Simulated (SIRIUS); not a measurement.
# Al (Fm-3m) in SIRIUS: convergence with lmax of the potential

Aim: find how far lmax of the potential must go before the results for Al settle, at PBE. This setting moves, with any that are tied to it; all else stays.

Everything below comes from runs of SIRIUS 7.12.0. Logs are shortened: lines on timing, memory, paths and dates and some standing lists are left out, and cuts for length are marked. The log counts tension as positive stress, the text compression.

### Step 1. The crystal as given

The structure is cubic, space group Fm-3m (No. 225). The conventional cell has a = 4.050 Å, b = 4.050 Å, c = 4.050 Å, α = 90.00°, β = 90.00°, γ = 90.00°. Al (site symmetry m-3m) is surrounded by 12 Al at 2.86 Å.

### Step 2. With lmax of the potential 2

File sirius.json:

```json
{
  "control": {
    "processing_unit": "cpu",
    "std_evp_solver_name": "lapack",
    "gen_evp_solver_name": "lapack",
    "verbosity": 2,
    "print_forces": true,
    "ortho_rf": true,
    "use_second_variation": true,
    "rmt_max": 3.0,
    "num_bands_to_print": 12,
    "save_wf": true
  },
  "parameters": {
    "electronic_structure_method": "full_potential_lapwlo",
    "xc_functionals": ["XC_GGA_X_PBE", "XC_GGA_C_PBE"],
    "core_relativity": "dirac",
    "valence_relativity": "iora",
    "num_fv_states": 12,
    "smearing": "fermi_dirac",
    "smearing_width": 0.0018374661,
    "pw_cutoff": 20,
    "gk_cutoff": 3.41,
    "lmax_apw": 10,
    "lmax_rho": 2,
    "lmax_pot": 2,
    "num_mag_dims": 0,
    "auto_rmt": 0,
    "ngridk": [11, 11, 11],
    "shiftk": [0, 0, 0],
    "num_dft_iter": 80,
    "energy_tol": 1e-07,
    "density_tol": 1e-05,
    "use_symmetry": true
  },
  "settings": {"tol_ne": 1e-10},
  "iterative_solver": {"type": "exact"},
  "mixer": {"type": "anderson", "beta": 0.5, "max_history": 8},
  "unit_cell": {
    "lattice_vectors": [[0.0, 3.8263269058, 3.8263269058], [3.8263269058, 0.0, 3.8263269058], [3.8263269058, 3.8263269058, 0.0]],
    "atom_types": ["Al"],
    "atom_files": {"Al": "Al.json"},
    "atoms": {"Al": [[0.0, 0.0, 0.0]]}
  }
}
```

File Al.json:

```json
{
  "name": "aluminium",
  "symbol": "Al",
  "number": 13,
  "mass": 26.9815386,
  "rmin": 1e-06,
  "rmt": 2.29,
  "nrmt": 800,
  "rinf": 20.43,
  "core": "1s",
  "valence": [
    {"basis": [{"enu": 0.05, "dme": 0, "n": 0, "auto": 0}, {"enu": 0.05, "dme": 1, "n": 0, "auto": 0}]},
    {"l": 0, "n": 1, "basis": [{"enu": 0.1073, "dme": 0, "n": 0, "auto": 0}]},
    {"l": 1, "n": 2, "basis": [{"enu": 0.15, "dme": 0, "n": 0, "auto": 0}]},
    {"l": 2, "n": 3, "basis": [{"enu": 0.15, "dme": 0, "n": 0, "auto": 0}]},
    {"l": 3, "n": 4, "basis": [{"enu": 0.15, "dme": 0, "n": 0, "auto": 0}]}
  ],
  "lo": [
    {
      "l": 0,
      "basis": [{"enu": 0.1073, "dme": 0, "n": 0, "auto": 0}, {"enu": 0.1073, "dme": 1, "n": 0, "auto": 0}]
    },
    {
      "l": 0,
      "basis": [{"enu": -3.695, "dme": 0, "n": 2, "auto": 1}, {"enu": -3.695, "dme": 1, "n": 2, "auto": 1}]
    },
    {
      "l": 0,
      "basis": [{"enu": -3.695, "dme": 1, "n": 2, "auto": 1}, {"enu": 0.1073, "dme": 0, "n": 0, "auto": 0}]
    },
    {
      "l": 0,
      "basis": [{"enu": 0.1073, "dme": 0, "n": 0, "auto": 0}, {"enu": 3.1584, "dme": 0, "n": 0, "auto": 0}]
    },
    {"l": 1, "basis": [{"enu": 0.15, "dme": 0, "n": 0, "auto": 0}, {"enu": 0.15, "dme": 1, "n": 0, "auto": 0}]},
    {
      "l": 1,
      "basis": [{"enu": -2.3097, "dme": 0, "n": 2, "auto": 1}, {"enu": -2.3097, "dme": 1, "n": 2, "auto": 1}]
    },
    {
      "l": 1,
      "basis": [{"enu": -2.3097, "dme": 1, "n": 2, "auto": 1}, {"enu": 0.15, "dme": 0, "n": 0, "auto": 0}]
    },
    {"l": 1, "basis": [{"enu": 0.15, "dme": 0, "n": 0, "auto": 0}, {"enu": 3.6587, "dme": 0, "n": 0, "auto": 0}]},
    {"l": 2, "basis": [{"enu": 0.15, "dme": 0, "n": 0, "auto": 0}, {"enu": 0.15, "dme": 1, "n": 0, "auto": 0}]},
    {"l": 2, "basis": [{"enu": 0.15, "dme": 1, "n": 0, "auto": 0}, {"enu": 0.15, "dme": 2, "n": 0, "auto": 0}]},
    {"l": 2, "basis": [{"enu": 0.15, "dme": 0, "n": 0, "auto": 0}, {"enu": 3.1248, "dme": 0, "n": 0, "auto": 0}]},
    {"l": 3, "basis": [{"enu": 0.15, "dme": 0, "n": 0, "auto": 0}, {"enu": 0.15, "dme": 1, "n": 0, "auto": 0}]}
  ],
  "free_atom": [... radial grid and density of the free atom, the start of the SCF ...]
}
```

File sirius_start.json:

```json
{
  "control": {
    "processing_unit": "cpu",
    "std_evp_solver_name": "lapack",
    "gen_evp_solver_name": "lapack",
    "verbosity": 1,
    "print_forces": false,
    "ortho_rf": true,
    "use_second_variation": true,
    "rmt_max": 3.0,
    "num_bands_to_print": 12,
    "save_wf": false
  },
  "parameters": {
    "electronic_structure_method": "full_potential_lapwlo",
    "xc_functionals": ["XC_LDA_X", "XC_LDA_C_PW"],
    "core_relativity": "dirac",
    "valence_relativity": "iora",
    "num_fv_states": 12,
    "smearing": "fermi_dirac",
    "smearing_width": 0.0055123983,
    "pw_cutoff": 20,
    "gk_cutoff": 2.72,
    "lmax_apw": 10,
    "lmax_rho": 2,
    "lmax_pot": 2,
    "num_mag_dims": 0,
    "auto_rmt": 0,
    "ngridk": [4, 4, 4],
    "shiftk": [0, 0, 0],
    "num_dft_iter": 30,
    "energy_tol": 0.01,
    "density_tol": 0.05,
    "use_symmetry": true
  },
  "settings": {"tol_ne": 1e-10},
  "iterative_solver": {"type": "exact"},
  "mixer": {"type": "anderson", "beta": 0.5, "max_history": 8},
  "unit_cell": {
    "lattice_vectors": [[0.0, 3.8263269058, 3.8263269058], [3.8263269058, 0.0, 3.8263269058], [3.8263269058, 3.8263269058, 0.0]],
    "atom_types": ["Al"],
    "atom_files": {"Al": "Al.json"},
    "atoms": {"Al": [[0.0, 0.0, 0.0]]}
  }
}
```

Potentials or basis: all-electron FP-LAPW, apw+lo standard.

Command:

```console
$ OMP_NUM_THREADS=1 sirius.scf --input=sirius_start.json --output=start.json
$ OMP_NUM_THREADS=1 sirius.scf --input=sirius.json --output=output.json --task=1
```

Output:

```text
[info] SIRIUS version : 7.12.0
[info] number of MPI ranks           : 1
[info] MPI grid                      : 1 1
[info] maximum number of OMP threads : 1
[fft] FFT context for density and potential
[fft] =====================================
[fft]   plane wave cutoff                     : 20
[fft]   grid size                             : 40 40 40   total : 64000
[fft]   grid limits                           : -19 20   -19 20   -19 20
[fft]   number of G-vectors within the cutoff : 15089
[fft]   number of G-shells                    : 438
[fft] FFT context for coarse grid
[fft] =====================================
[fft]   plane wave cutoff                     : 6.82
[fft]   grid size                             : 15 15 15   total : 3375
[fft]   grid limits                           : -7 7   -7 7   -7 7
[fft]   number of G-vectors within the cutoff : 609
[fft]   number of G-shells                    : 30
[unit cell] lattice vectors
[unit cell]   a1 :       0.0000000000      3.8263269058      3.8263269058
[unit cell]   a2 :       3.8263269058      0.0000000000      3.8263269058
[unit cell]   a3 :       3.8263269058      3.8263269058      0.0000000000
[unit cell] reciprocal lattice vectors
[unit cell]   b1 :      -0.8210465888      0.8210465888      0.8210465888
[unit cell]   b2 :       0.8210465888     -0.8210465888      0.8210465888
[unit cell]   b3 :       0.8210465888      0.8210465888     -0.8210465888
[unit cell] unit cell volume :       112.04080243 [a.u.^3]
[unit cell] 1/sqrt(omega)    :         0.09447391
[unit cell] MT volume        :        50.30313549 (44.90%)
[... 308 lines left out ...]
[find] Charges and magnetic moments
[find] --------------------------------------------------------------------------------
[find] atom      charge    core leakage
[find] --------------------------------------------------------------------------------
[find]    0   11.375786    0.000000e+00
[find] total core leakage    : 0.00000000e+00
[find] interstitial charge   : 1.624214
[find] total charge          : 13.000000
[find] Energy
[find] --------------------------------------------------------------------------------
[find] valence_eval_sum               :     -19.58870971
[find] core_eval_sum                  :    -110.19991205
[find] kinetic energy                 :     243.24319327
[find] enuc                           :    -292.94111215
[find] <rho|V^{XC}>                   :     -24.05305340
[find] <rho|E^{XC}>                   :     -18.63484066
[find] <mag|B^{XC}>                   :       0.00000000
[find] <rho|V^{H}>                    :    -348.97876164
[find] smearing (-TS)                 :      -0.00014654
[find] SCF correction                 :      -0.00001646
[find] Total energy                   :    -242.82215681 (Ha),    -485.64431363 (Ry)
[find] Free energy (E-TS)             :    -242.82230336 (Ha),    -485.64460671 (Ry)
[find] band gap (eV)                  :       0.00000000
[find] Efermi                         :       0.25633528
[find] iteration : 4, RMS (target) : 3.8886e-06 (1.0000e-05) , energy difference (target) : -7.5048e-08 (1.0000e-07)
[find] converged after 5 SCF iterations!
[find] Charges and magnetic moments
[find] --------------------------------------------------------------------------------
[find] atom      charge    core leakage
[find] --------------------------------------------------------------------------------
[find]    0   11.375786    0.000000e+00
[find] total core leakage    : 0.00000000e+00
[find] interstitial charge   : 1.624214
[find] total charge          : 13.000000
[find] Energy
[find] --------------------------------------------------------------------------------
[find] valence_eval_sum               :     -19.58870971
[find] core_eval_sum                  :    -110.19991205
[find] kinetic energy                 :     243.24319327
[find] enuc                           :    -292.94111215
[find] <rho|V^{XC}>                   :     -24.05305340
[find] <rho|E^{XC}>                   :     -18.63484066
[find] <mag|B^{XC}>                   :       0.00000000
[find] <rho|V^{H}>                    :    -348.97876164
[find] smearing (-TS)                 :      -0.00014654
[find] SCF correction                 :      -0.00001646
[find] Total energy                   :    -242.82215681 (Ha),    -485.64431363 (Ry)
[find] Free energy (E-TS)             :    -242.82230336 (Ha),    -485.64460671 (Ry)
[find] band gap (eV)                  :       0.00000000
[find] Efermi                         :       0.25633528
[ground_state]
[ground_state] ==== total Forces in Ha/bohr =====
[ground_state] atom:    0, force:       0.0000000      0.0000000      0.0000000
[ground_state] ==== contribution from density =====
[ground_state] atom:    0, force:       0.0000000      0.0000000      0.0000000
[ground_state] ==== contribution from Hartree potential =====
[ground_state] atom:    0, force:       0.0000000      0.0000000      0.0000000
[ground_state] ==== contribution from IBS =====
[ground_state] atom:    0, force:       0.0000000      0.0000000      0.0000000
```

start_output:

```text
[find] Total energy                   :    -241.90635209 (Ha),    -483.81270419 (Ry)
[find] band gap (eV)                  :       0.00000000
[find] Efermi                         :       0.24009863
[find] iteration : 0, RMS (target) : 1.4241e-01 (5.0000e-02) , energy difference (target) : -2.4191e+02 (1.0000e-02)
[find] Total energy                   :    -241.90697409 (Ha),    -483.81394819 (Ry)
[find] band gap (eV)                  :       0.00000000
[find] Efermi                         :       0.23418525
[find] iteration : 1, RMS (target) : 4.7747e-02 (5.0000e-02) , energy difference (target) : -6.2200e-04 (1.0000e-02)
[find] converged after 2 SCF iterations!
[find] Total energy                   :    -241.90697409 (Ha),    -483.81394819 (Ry)
[find] band gap (eV)                  :       0.00000000
[find] Efermi                         :       0.23418525
```

Wall time 6 s (1 thread of Arm Neoverse V1, shared host); peak memory 0.15 GiB.

Results:

- Free energy: -6607.5315 eV
- Band gap on the k mesh: none (metal or under the smearing width)
- All electrons inside the program's atomic spheres: Al 11.38 (radii Al 2.29 bohr)

### Step 3. With lmax of the potential 3

sirius.json: that of step 2 with these lines changed.

```diff
@@ -24,4 +24,4 @@
     "lmax_apw": 10,
-    "lmax_rho": 2,
-    "lmax_pot": 2,
+    "lmax_rho": 3,
+    "lmax_pot": 3,
     "num_mag_dims": 0,
```

Al.json is that of step 2.

sirius_start.json: that of step 2 with these lines changed.

```diff
@@ -24,4 +24,4 @@
     "lmax_apw": 10,
-    "lmax_rho": 2,
-    "lmax_pot": 2,
+    "lmax_rho": 3,
+    "lmax_pot": 3,
     "num_mag_dims": 0,
```

Potentials or basis: all-electron FP-LAPW, apw+lo standard.

Command:

```console
$ OMP_NUM_THREADS=1 sirius.scf --input=sirius_start.json --output=start.json
$ OMP_NUM_THREADS=1 sirius.scf --input=sirius.json --output=output.json --task=1
```

Run time: 6.3 s. Hardware: 1 thread of Arm Neoverse V1, shared host; peak memory 0.16 GiB.

Results:

- Free energy: -6607.5315 eV
- Band gap on the k mesh: none (metal or under the smearing width)
- All electrons inside the program's atomic spheres: Al 11.38 (radii Al 2.29 bohr)

### Step 4. With lmax of the potential 4

sirius.json: that of step 3 with these lines changed.

```diff
@@ -24,4 +24,4 @@
     "lmax_apw": 10,
-    "lmax_rho": 3,
-    "lmax_pot": 3,
+    "lmax_rho": 4,
+    "lmax_pot": 4,
     "num_mag_dims": 0,
```

Al.json is that of step 3.

sirius_start.json: that of step 3 with these lines changed.

```diff
@@ -24,4 +24,4 @@
     "lmax_apw": 10,
-    "lmax_rho": 3,
-    "lmax_pot": 3,
+    "lmax_rho": 4,
+    "lmax_pot": 4,
     "num_mag_dims": 0,
```

Command:

```console
$ OMP_NUM_THREADS=1 sirius.scf --input=sirius_start.json --output=start.json
$ OMP_NUM_THREADS=1 sirius.scf --input=sirius.json --output=output.json --task=1
```

Run time: 6.9 s. Hardware: 1 thread of Arm Neoverse V1, shared host; peak memory 0.18 GiB.

Results:

```yaml
Free_energy: -6607.5341 eV
Band_gap_on_the_k_mesh: none (metal or under the smearing width)
All_electrons_inside_the_program's_atomic_spheres: Al 11.38 (radii Al 2.29 bohr)
```

### Step 5. With lmax of the potential 6

sirius.json: that of step 4 with these lines changed.

```diff
@@ -24,4 +24,4 @@
     "lmax_apw": 10,
-    "lmax_rho": 4,
-    "lmax_pot": 4,
+    "lmax_rho": 6,
+    "lmax_pot": 6,
     "num_mag_dims": 0,
```

Al.json is that of step 4.

sirius_start.json: that of step 4 with these lines changed.

```diff
@@ -24,4 +24,4 @@
     "lmax_apw": 10,
-    "lmax_rho": 4,
-    "lmax_pot": 4,
+    "lmax_rho": 6,
+    "lmax_pot": 6,
     "num_mag_dims": 0,
```

Command:

```console
$ OMP_NUM_THREADS=1 sirius.scf --input=sirius_start.json --output=start.json
$ OMP_NUM_THREADS=1 sirius.scf --input=sirius.json --output=output.json --task=1
```

It took 8.7 s on 1 thread of Arm Neoverse V1, shared host; peak memory 0.22 GiB.

What came out:

```
Free energy                                       : -6607.5344 eV
Band gap on the k mesh                            : none (metal or under the smearing width)
All electrons inside the program's atomic spheres : Al 11.38 (radii Al 2.29 bohr)
```

### Step 6. With lmax of the potential 8

sirius.json: that of step 5 with these lines changed.

```diff
@@ -24,4 +24,4 @@
     "lmax_apw": 10,
-    "lmax_rho": 6,
-    "lmax_pot": 6,
+    "lmax_rho": 8,
+    "lmax_pot": 8,
     "num_mag_dims": 0,
```

Al.json is that of step 5.

sirius_start.json: that of step 5 with these lines changed.

```diff
@@ -24,4 +24,4 @@
     "lmax_apw": 10,
-    "lmax_rho": 6,
-    "lmax_pot": 6,
+    "lmax_rho": 8,
+    "lmax_pot": 8,
     "num_mag_dims": 0,
```

Potentials or basis: all-electron FP-LAPW, apw+lo standard.

Command:

```console
$ OMP_NUM_THREADS=1 sirius.scf --input=sirius_start.json --output=start.json
$ OMP_NUM_THREADS=1 sirius.scf --input=sirius.json --output=output.json --task=1
```

Wall time 12 s (1 thread of Arm Neoverse V1, shared host); peak memory 0.28 GiB.

It converged, with:

```
Free energy                                       : -6607.5344 eV
Band gap on the k mesh                            : none (metal or under the smearing width)
All electrons inside the program's atomic spheres : Al 11.38 (radii Al 2.29 bohr)
```

### Step 7. With lmax of the potential 10

sirius.json: that of step 6 with these lines changed.

```diff
@@ -24,4 +24,4 @@
     "lmax_apw": 10,
-    "lmax_rho": 8,
-    "lmax_pot": 8,
+    "lmax_rho": 10,
+    "lmax_pot": 10,
     "num_mag_dims": 0,
```

Al.json is that of step 6.

sirius_start.json: that of step 6 with these lines changed.

```diff
@@ -24,4 +24,4 @@
     "lmax_apw": 10,
-    "lmax_rho": 8,
-    "lmax_pot": 8,
+    "lmax_rho": 10,
+    "lmax_pot": 10,
     "num_mag_dims": 0,
```

Command:

```console
$ OMP_NUM_THREADS=1 sirius.scf --input=sirius_start.json --output=start.json
$ OMP_NUM_THREADS=1 sirius.scf --input=sirius.json --output=output.json --task=1
```

Run time: 17 s. Hardware: 1 thread of Arm Neoverse V1, shared host; peak memory 0.35 GiB.

The run converged. Its results:

```yaml
Free_energy: -6607.5344 eV
Band_gap_on_the_k_mesh: none (metal or under the smearing width)
All_electrons_inside_the_program's_atomic_spheres: Al 11.38 (radii Al 2.29 bohr)
```

### Step 8. Result

```csv
lmax of the potential,"energy less the tightest run, at zero smearing (meV/atom)",SCF cycles,CPU time (s),peak memory (GiB)
2,2.90,5,6,0.15
3,2.90,5,6.3,0.16
4,0.31,5,6.9,0.18
6,0.01,5,8.7,0.22
8,0.00,5,12,0.28
10,0.00,5,17,0.35
```

Against the tightest run, the energy stays within 1 meV/atom from 4 on. The tightest run that finished is the yardstick and may itself not be fully converged.
